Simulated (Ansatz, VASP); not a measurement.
## Two plane-wave programs on Ru

INCAR

```
PREC = Accurate ; ENCUT = 520
EDIFF = 1E-6 ; ISMEAR = -1
SIGMA = 0.1 ; LREAL = False
LASPH = True ; NELM = 60
ALGO = Normal ; ISIF = 2
LWAVE = False ; LCHARG = False
GGA = RP ; NBANDS = 13
```

Contents of KPOINTS:

```
Automatic mesh
0
Gamma
  16 16 16
```

File POSCAR:

```
Ru
1.0
    0.0000000000      1.9651903013      1.9651903013
    1.9651903013      0.0000000000      1.9651903013
    1.9651903013      1.9651903013      0.0000000000
Ru
1
Direct
    0.0000000000      0.0000000000      0.0000000000
```

Input for Ansatz:

```yaml
crystal:
  lattice:
    - [0.0, 1.9651903013, 1.9651903013]
    - [1.9651903013, 0.0, 1.9651903013]
    - [1.9651903013, 1.9651903013, 0.0]
  atoms:
    - { symbol: Ru, position: [0.0, 0.0, 0.0] }
hamiltonian:
  xc: rpbe
  pseudopotentials:
    kind: paw
    azcp:
      Ru: "pseudopotentials/Ru.paw.azcp"
basis:
  ecutwfc: 420
  fft_grid_basis: typed
kpoints:
  mp_grid: { grid: [16, 16, 16], shift: [0, 0, 0] }
magnetization:
  spin_polarized: false
scf:
  occupations: { method: fermi_dirac, width: 0.1 }
  lower_state_search: "off"
output:
  stress: true
  write_density: true
  write_potential: true
  elf: true
  volumetric_format: npy
```

Alike in both runs: task single point; functional RPBE; k mesh 16 × 16 × 16; occupations fermi-dirac, width 0.1 eV; no spin polarisation.

|  | VASP | Ansatz |
| --- | --- | --- |
| version | VASP 6.6.1 | Ansatz 0.2.0 |
| potentials or method | VASP PAW PBE potentials, release 64 (Ru_pv) | plane waves (420 eV) with PAW, scalar-relativistic |
| plane-wave cutoff (eV) | 520 | 420 |
| valence electrons in the cell | 14 | 16 |

```tsv
	VASP	Ansatz	Ansatz less VASP
pressure (GPa)	-18.4	-18.4	+0.06
```

The functional is the same, so the differences come from potentials, cutoffs and numerics. The two sets of potentials don't hold the same shells in valence.

Caveats: so large a pressure means that the cell lies far from this level's equilibrium, or that cutoff or potentials fall short (VASP); the potentials were made for another functional, which shifts forces and pressure (VASP).
